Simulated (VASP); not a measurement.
# MnO (P6_3mc) in VASP: notebook, part 2 of 2

VASP 6.6.1.

### Step 4. Single point, PBEsol, collinear spin, ferromagnetic start

INCAR reads:

```
SYSTEM = MnO
PREC = Low ; ENCUT = 550
EDIFF = 1E-6 ; ISMEAR = 0
SIGMA = 0.05 ; LREAL = .FALSE.
LASPH = .TRUE. ; NELM = 100
ALGO = Normal ; ISIF = 2
LWAVE = .FALSE. ; LCHARG = .FALSE.
ISPIN = 2 ; MAGMOM = 4 4 0 0
LORBIT = 11 ; LMAXMIX = 4
GGA = PS ; NBANDS = 31
ADDGRID = .FALSE.
```

KPOINTS reads:

```
Automatic mesh
0
G
  7 7 4
  0 0 0
```

POSCAR reads:

```
MnO
1.0
    3.3717000000      0.0000000000      0.0000000000
   -1.6858500000      2.9199778539      0.0000000000
    0.0000000000      0.0000000000      5.3855000000
Mn O
2 2
Direct
    0.6666666667      0.3333333333      0.5109600000
    0.3333333333      0.6666666667      0.0109600000
    0.6666666667      0.3333333333      0.8754700000
    0.3333333333      0.6666666667      0.3754700000
```

Potentials or basis: VASP PAW PBE potentials, release 64 (Mn_pv, O).

Launch:

```sh
$ cat potpaw_PBE.64/Mn_pv/POTCAR potpaw_PBE.64/O/POTCAR > POTCAR
$ mpirun -np 1 vasp_std > vasp.out
```

OUTCAR:

```text
SYSTEM = MnO
   PREC = Low
   ENCUT = 550
   EDIFF = 1E-6
   ISMEAR = 0
   LREAL = .FALSE.
   LASPH = .TRUE.
   NELM = 100
   ISIF = 2
   ISPIN = 2
   LORBIT = 11
   GGA = PS

 Found     24 irreducible k-points:

 Following reciprocal coordinates:
            Coordinates               Weight
  0.000000  0.000000  0.000000      1.000000
  0.142857 -0.000000  0.000000      6.000000
  0.285714 -0.000000  0.000000      6.000000
  0.428571  0.000000  0.000000      6.000000
  0.142857  0.142857  0.000000      6.000000
  0.285714  0.142857  0.000000     12.000000
   k-points           NKPTS =     24   k-points in BZ     NKDIM =     24   number of bands    NBANDS=     31
   number of dos      NEDOS =    301   number of ions     NIONS =      4
   total plane-waves  NPLWV =  12800
   dimension x,y,z NGX =    20 NGY =   20 NGZ =   32
   dimension x,y,z NGXF=    20 NGYF=   20 NGZF=   32
   ions per type =               2   2
   NGX,Y,Z   is equivalent  to a cutoff of   9.86,  9.86,  9.88 a.u.
   NGXF,Y,Z  is equivalent  to a cutoff of   9.86,  9.86,  9.88 a.u.
 SYSTEM =  MnO
   PREC   = low       normal or accurate (medium, high low for compatibility)
   ISTART =      0    job   : 0-new  1-cont  2-samecut
   ICHARG =      2    charge: 1-file 2-atom 10-const
   ISPIN  =      2    spin polarized calculation?
   LNONCOLLINEAR =      F non collinear calculations
   LSORBIT =      F    spin-orbit coupling
   LASPH  =      T    aspherical Exc in radial PAW
   ENCUT  =  550.0 eV  40.42 Ry    6.36 a.u.   6.45  6.45 10.30*2*pi/ulx,y,z
   NELM   =    100;   NELMIN=  2; NELMDL= -5     # of ELM steps
   EDIFF  = 0.1E-05   stopping-criterion for ELM
   LREAL  =      F    real-space projection
   EDIFFG = 0.1E-04   stopping-criterion for IOM
   NSW    =      0    number of steps for IOM
   IBRION =     -1    ionic relax: 0-MD 1-quasi-New 2-CG
   NFREE  =      0    steps in history (QN), initial steepest desc. (CG)
   ISIF   =      2    stress and relaxation
   ISYM   =      2    0-nonsym 1-usesym 2-fastsym
   POTIM  = 0.5000    time-step for ionic-motion
   TEBEG  =    0.0;   TEEND  =   0.0 temperature during run
   PSTRESS=    0.0 pullay stress
   NELECT =      38.0000    total number of electrons
   NUPDOWN=      -1.0000    fix difference up-down
   EMIN   =  10.00;   EMAX   =-10.00  energy-range for DOS
   EFERMI =   0.00;   METHOD = LEGACY
   ISMEAR =     0;   SIGMA  =   0.05  broadening in eV -4-tet -1-fermi 0-gaus
   EFERMI_NEDOS =   21; number of points for ismear=-14 and -15
   IALGO  =     38    algorithm
   IMIX   =      4    mixing-type and parameters
     AMIX     =   0.40;   BMIX     =  1.00
     AMIX_MAG =   1.60;   BMIX_MAG =  1.00
  volume/ion in A,a.u.               =      13.26        89.45
  Fermi-wavevector in a.u.,A,eV,Ry     =   1.465046  2.768535 29.202988  2.146359
  Thomas-Fermi vector in A             =   2.580949
   LORBIT       =     11    0 simple, 1 ext, 2 COOP (PROOUT), +10 PAW based schemes
   GGA     = PS    functional components
   LHFCALC =     F    Hartree Fock is set to
   AEXX    =    0.0000 exact exchange contribution
   IVDW    =     0    specifies the selected vdW correction
   LEPSILON=     F    determine dielectric tensor
   LRPA    =     F    only Hartree local field effects (RPA)
 spin polarized calculation
 Gauss-broadening in eV      SIGMA  =   0.05
  energy-cutoff  :      550.00
  volume of cell :       53.02
 maximum number of plane-waves:      1575
   NGX = 13   NGY = 13   NGZ = 21

 number of electron      38.0002514 magnetization      10.0437523

 number of electron      38.0002517 magnetization       9.9880019

 Free energy of the ion-electron system (eV)
  ---------------------------------------------------
  ext. energy  EPLUGINS =         0.00000000
  ---------------------------------------------------
  free energy    TOTEN  =       -34.27247572 eV

  energy without entropy =      -34.27214015  energy(sigma->0) =      -34.27230794

 E-fermi :   5.7385     XC(G=0): -10.8227

 val. band max:        5.6597894965   @ k =   0.1429  -0.0000   0.0000
 cond. band min:       5.7533754399   @ k =   0.0000   0.0000   0.0000
 fundamental gap:      0.0935859434
 Fermi energy:         5.7385483430

 spin component 1

 k-point     1 :       0.0000    0.0000    0.0000
  band No.  band energies     occupation
      1     -44.7137      1.00000
      2     -44.7136      1.00000
      3     -44.7131      1.00000
      4     -44.7076      1.00000
      5     -44.7071      1.00000
      6     -44.6757      1.00000
[... 23 lines left out ...]
     30      17.8008      0.00000
     31      18.1920      0.00000

 k-point     2 :       0.1429   -0.0000    0.0000
  band No.  band energies     occupation
      1     -44.7180      1.00000
      2     -44.7148      1.00000
      3     -44.7118      1.00000
      4     -44.7109      1.00000
      5     -44.7082      1.00000
      6     -44.6768      1.00000
[... 23 lines left out ...]
     30      17.0262      0.00000
     31      18.5368      0.00000

 k-point     3 :       0.2857   -0.0000    0.0000
  band No.  band energies     occupation
      1     -44.7274      1.00000
      2     -44.7219      1.00000
      3     -44.7178      1.00000
      4     -44.7101      1.00000
      5     -44.7054      1.00000
      6     -44.6802      1.00000
[... 91 lines left out ...]
     30      17.0287      0.00000
     31      17.3010      0.00000

 k-point     6 :       0.2857    0.1429    0.0000
  band No.  band energies     occupation
      1     -44.7310      1.00000
      2     -44.7274      1.00000
      3     -44.7206      1.00000
      4     -44.7134      1.00000
      5     -44.7009      1.00000
      6     -44.6833      1.00000
[... 23 lines left out ...]
     30      15.4593      0.00000
     31      16.4379      0.00000

 [... further k-points ...]

 spin component 2

 k-point     1 :       0.0000    0.0000    0.0000
  band No.  band energies     occupation
      1     -40.0727      1.00000
      2     -40.0418      1.00000
      3     -40.0416      1.00000
      4     -40.0340      1.00000
      5     -40.0338      1.00000
      6     -40.0216      1.00000
[... 23 lines left out ...]
     30      18.9048      0.00000
     31      19.7416      0.00000

 k-point     2 :       0.1429   -0.0000    0.0000
  band No.  band energies     occupation
      1     -40.0701      1.00000
      2     -40.0469      1.00000
      3     -40.0435      1.00000
      4     -40.0399      1.00000
      5     -40.0349      1.00000
      6     -40.0231      1.00000
[... 23 lines left out ...]
     30      18.5448      0.00000
     31      20.3105      0.00000

 k-point     3 :       0.2857   -0.0000    0.0000
  band No.  band energies     occupation
      1     -40.0658      1.00000
      2     -40.0565      1.00000
      3     -40.0532      1.00000
      4     -40.0473      1.00000
      5     -40.0373      1.00000
      6     -40.0275      1.00000
[... 91 lines left out ...]
     30      18.9660      0.00000
     31      19.1985      0.00000

 k-point     6 :       0.2857    0.1429    0.0000
  band No.  band energies     occupation
      1     -40.0670      1.00000
      2     -40.0612      1.00000
      3     -40.0536      1.00000
      4     -40.0509      1.00000
      5     -40.0414      1.00000
      6     -40.0315      1.00000
[... 23 lines left out ...]
     30      17.3539      0.00000
     31      18.3110      0.00000

 [... further k-points ...]

------------------------ aborting loop because EDIFF is reached ----------------------------------------

  FORCE on cell =-STRESS in cart. coord.  units (eV):
  Direction    XX          YY          ZZ          XY          YZ          ZX
  --------------------------------------------------------------------------------------
  -------------------------------------------------------------------------------------
  Total       -0.4483927     -0.4483927      1.9979612     -0.0000000      0.0000000      0.0000000
  in kB      -13.5492293    -13.5492293     60.3730509     -0.0000000      0.0000000      0.0000000
  external PRESSURE =      11.0915308 kB  Pullay stress =       0.0000000 kB

 VOLUME and BASIS-vectors are now :
 -----------------------------------------------------------------------------
  energy-cutoff  :      550.00
  volume of cell :       53.02
      direct lattice vectors                 reciprocal lattice vectors
     3.371700000  0.000000000  0.000000000     0.296586292  0.171234175  0.000000000
    -1.685850000  2.919977854  0.000000000     0.000000000  0.342468351  0.000000000
     0.000000000  0.000000000  5.385500000     0.000000000  0.000000000  0.185683781

 POSITION                                       TOTAL-FORCE (eV/Angst)
 -----------------------------------------------------------------------------------
      1.68585      0.97333      2.75178        -0.000000      0.000000     -0.575046
     -0.00000      1.94665      0.05903         0.000000     -0.000000     -0.575046
      1.68585      0.97333      4.71484         0.000000      0.000000      0.575046
     -0.00000      1.94665      2.02209        -0.000000     -0.000000      0.575046
 -----------------------------------------------------------------------------------
    total drift:                               -0.000081     -0.000139      0.085114

  FREE ENERGIE OF THE ION-ELECTRON SYSTEM (eV)
  ---------------------------------------------------
  free  energy   TOTEN  =       -34.2724757211 eV

  energy  without entropy=      -34.2721401540  energy(sigma->0) =      -34.27230794

 total charge

# of ion       s       p       d       tot
------------------------------------------
    1        0.245   6.235   4.952  11.431
    2        0.245   6.235   4.952  11.431
    3        1.549   3.442   0.000   4.991
    4        1.549   3.442   0.000   4.991
--------------------------------------------------
tot          3.588  19.354   9.903  32.845

 magnetization (x)

# of ion       s       p       d       tot
------------------------------------------
    1        0.037   0.063   4.300   4.401
    2        0.037   0.063   4.300   4.401
    3        0.019   0.181   0.000   0.200
    4        0.019   0.181   0.000   0.200
--------------------------------------------------
tot          0.113   0.488   8.601   9.202
```

OSZICAR:

```text
N       E                     dE             d eps       ncg     rms          rms(c)
DAV:   1     0.457666973244E+03    0.45767E+03   -0.22043E+04  2976   0.152E+03
DAV:   2    -0.142814695614E+01   -0.45910E+03   -0.42913E+03  3081   0.445E+02
DAV:   3    -0.387953592299E+02   -0.37367E+02   -0.36480E+02  3445   0.135E+02
DAV:   4    -0.393771627551E+02   -0.58180E+00   -0.58119E+00  3116   0.181E+01
DAV:   5    -0.393833556904E+02   -0.61929E-02   -0.61928E-02  3375   0.194E+00    0.219E+01
DAV:   6    -0.351717565000E+02    0.42116E+01   -0.29676E+01  3584   0.516E+01    0.211E+01
DAV:   7    -0.342724546677E+02    0.89930E+00   -0.39406E+00  3029   0.267E+01    0.130E+01
DAV:   8    -0.342990889180E+02   -0.26634E-01   -0.56712E-01  3312   0.444E+00    0.755E+00
DAV:   9    -0.342627366839E+02    0.36352E-01   -0.12851E-01  3096   0.317E+00    0.188E+00
DAV:  10    -0.342686004025E+02   -0.58637E-02   -0.32057E-02  3248   0.166E+00    0.858E-01
DAV:  11    -0.342719385177E+02   -0.33381E-02   -0.50911E-03  3137   0.698E-01    0.278E-01
DAV:  12    -0.342724299047E+02   -0.49139E-03   -0.33660E-04  3686   0.205E-01    0.630E-02
DAV:  13    -0.342724508524E+02   -0.20948E-04   -0.84971E-05  3160   0.644E-02    0.547E-02
DAV:  14    -0.342724753811E+02   -0.24529E-04   -0.49182E-05  3109   0.449E-02    0.200E-02
DAV:  15    -0.342724757211E+02   -0.33995E-06   -0.54564E-06  3092   0.181E-02
   1 F= -.34272476E+02 E0= -.34272308E+02  d E =-.335567E-03  mag=     9.9894
```

stdout:

```text
POSCAR found type information on POSCAR MnO
 POSCAR found :  2 types and       4 ions
 scaLAPACK will be used
 -----------------------------------------------------------------------------
|                                                                             |
|                                                                             |
|     You enforced a specific xc type in the INCAR file but a different       |
|     I HOPE YOU KNOW WHAT YOU ARE DOING!                                     |
|                                                                             |
 -----------------------------------------------------------------------------

 LDA part: xc-table for (Slater+PW92), standard interpolation
 POSCAR, INCAR and KPOINTS ok, starting setup
 FFT: planning ... GRIDC
 FFT: planning ... GRID_SOFT
 FFT: planning ... GRID
 WAVECAR not read
 entering main loop
```

Wall time 27 s (1 thread of AMD EPYC 9R45 (Zen 5), shared host); peak memory 0.12 GiB.

The run converged, but some of its settings lie outside the range that counts as converged, so its numbers aren't taken as properties of the crystal.

What came out:

```
Free energy                                           : -34.2725 eV
Pressure                                              : 1.1 GPa
Largest force                                         : 0.575 eV/Å
Band gap on the k mesh                                : none (metal or under the smearing width)
Net moment                                            : 9.99 μB per cell
Site moments                                          : Mn +4.40; O +0.20 μB
Valence electrons inside the program's atomic spheres : Mn 11.43; O 4.99
```

Caveat: the PAW data sets were made with another functional, which shifts forces and pressure a little; semilocal functionals often make such compounds metallic where correlation or magnetic order opens a gap, which also shifts bond lengths; only a ferromagnetic start was run, and an antiferromagnetic order may lie lower in energy.
